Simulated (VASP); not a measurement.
Here is a VASP 6.6.1 calculation.

INCAR

```
SYSTEM = Se
PREC = Accurate
ENCUT = 520
EDIFF = 1E-6
ISMEAR = 0
SIGMA = 0.5
LREAL = .FALSE.
LASPH = .TRUE.
NELM = 80
ALGO = Fast
ISIF = 2
LWAVE = .FALSE.
LCHARG = .TRUE.
GGA = PS
LELF = .TRUE.
LVHAR = .TRUE.
NBANDS = 16
```

File KPOINTS:

```
regular mesh
0
G
  9 9 6
  0 0 0
```

POSCAR

```
Se
1.0
    4.0345900000      0.0000000000      0.0000000000
   -2.0173000000      3.4940600000      0.0000000000
    0.0000000000      0.0000000000      5.1274200000
Se
3
Direct
    0.2495400000      0.0000000000      0.3333300000
    0.0000000000      0.2495400000      0.6666700000
    0.7504600000      0.7504600000      1.0000000000
```

Potentials or basis: VASP PAW PBE potentials, release 64 (Se).

The run is started by

```bash
$ cat potpaw_PBE.64/Se/POTCAR > POTCAR
$ mpirun -np 1 vasp_std > vasp.out
```

Problem. Predict the band gap on the k mesh.

Solution. 0.43 eV, direct.

Problem. Predict the largest force.

Solution. 0.015 eV/Å.

Problem. Estimate the pressure.

Solution. 0.0 GPa.

Forces on the atoms (eV/Å):
```
Se   0.015  0.000  0.000
Se  -0.007  0.013  0.000
Se  -0.007 -0.013  0.000
```

Caveat: the PAW data sets were made with another functional, which shifts forces and pressure a little; an odd mesh through Γ misses points on the zone boundary, where band edges often lie.
